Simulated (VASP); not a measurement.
A run of VASP 6.6.1:

Contents of INCAR:

```
  PREC = Accurate
  ENCUT = 520
  EDIFF = 1E-6
  ISMEAR = 0
  SIGMA = 0.02
  LREAL = False
  LASPH = True
  NELM = 100
  ALGO = Fast
  ISIF = 2
  LWAVE = False
  LCHARG = False
  GGA = PS
  NBANDS = 16
```

KPOINTS

```
regular mesh
0
Gamma
  16 16 16
```

File POSCAR:

```
CdSe
1.0
    0.0000000000      3.0410661763      3.0410661763
    3.0410661763      0.0000000000      3.0410661763
    3.0410661763      3.0410661763      0.0000000000
Cd Se
1 1
Direct
    0.0000000000      0.0000000000      0.0000000000
    0.2500000000      0.2500000000      0.2500000000
```

Potentials or basis: VASP PAW PBE potentials, release 64 (Cd, Se).

Command:

```console
$ cat potpaw_PBE.64/Cd/POTCAR potpaw_PBE.64/Se/POTCAR > POTCAR
$ mpirun -np 1 vasp_std > vasp.out
```

Hardware: 1 thread of Intel(R) Xeon(R) 6975P-C (Granite Rapids) (shared host).

Problem. How long does it take, and how much memory?

Solution. It took 38 s on 1 thread of Intel(R) Xeon(R) 6975P-C (Granite Rapids) (shared host), peak memory 0.27 GiB. Counts: scf iterations 12, k points 145.
